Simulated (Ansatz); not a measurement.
## Strength of the C–H bond: C4H10 → C4H9 + H

Species: C4H10 (butane) `CCCC`, singlet; C4H9 (1-butyl radical) `[CH2]CCC`, doublet; H atom, doublet. 

Shapes, held fixed at every level: PBE0-D4/def2-TZVP. Flexible molecules stand in one conformer, not always the lowest. Programs: Ansatz 0.2.0. The zero-point and thermal change to 298 K, harmonic and unscaled (PBE0-D4/def2-TZVP), is -32.6 kJ/mol.

| level | kind | ΔH(298 K) (kJ/mol) |
| --- | --- | --- |
| HF/def2-SVP | Hartree–Fock | +316.5 |
| HF/def2-TZVPP | Hartree–Fock | +314.5 |
| PBE-D4/def2-TZVPP | GGA | +408.4 |
| r2SCAN-D4/def2-TZVPP | meta-GGA | +400.8 |
| B3LYP-D4/def2-TZVPP | global hybrid | +415.3 |
| CCSD(T)/def2-SVP | coupled cluster or CI | +412.2 |
| MP2/def2-TZVPP | perturbation theory | +418.6 |

MP2/def2-TZVPP gives ΔH(298 K) = +418.6 kJ/mol; the levels span +314.5 to +418.6. The median of the levels is +408.4. Hartree–Fock misses the correlation of the pair that is broken and comes out low. No measured value is set beside it here. Open shells run unrestricted unless RO is named.
